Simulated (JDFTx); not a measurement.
Crystal: AgCl (Chlorargyrite).

```xyz
2
Lattice="0.0000 2.7350 2.7350 2.7350 0.0000 2.7350 2.7350 2.7350 0.0000" Properties=species:S:1:pos:R:3 pbc="T T T"
Ag    0.0000    0.0000    0.0000
Cl    2.7350    2.7350    2.7350
```

Program: JDFTx 1.7.0 (patched build). Alike in all runs: task single point; no spin polarisation; cell as given.

Q: Order these runs on this cell by their band gap on the k mesh, lowest first.
A. level r2SCAN; potentials or basis SG15-PBE-1.2; k mesh 5 × 5 × 5; cutoff (eV) 1088; smearing fermi-dirac 0.05 eV
B. level GLLB-SC; potentials or basis PseudoDojo-SR-PBE-0.5-standard; k mesh 8 × 8 × 8; cutoff (eV) 1116; smearing fixed; SCF threshold on the residual 1e-05
C. level TASK; potentials or basis SG15-PBE-1.2; k mesh 5 × 5 × 5; cutoff (eV) 1088; smearing fermi-dirac 0.05 eV

A: A (1.55 eV), B (1.86 eV), C (2.43 eV).

Caveats: an odd mesh through Γ misses points on the zone boundary, where band edges often lie (some runs); the gap lacks the derivative discontinuity (some runs); a model potential gives levels but no total energy (some runs).

A k mesh can miss the band edges, odd and even meshes differently.
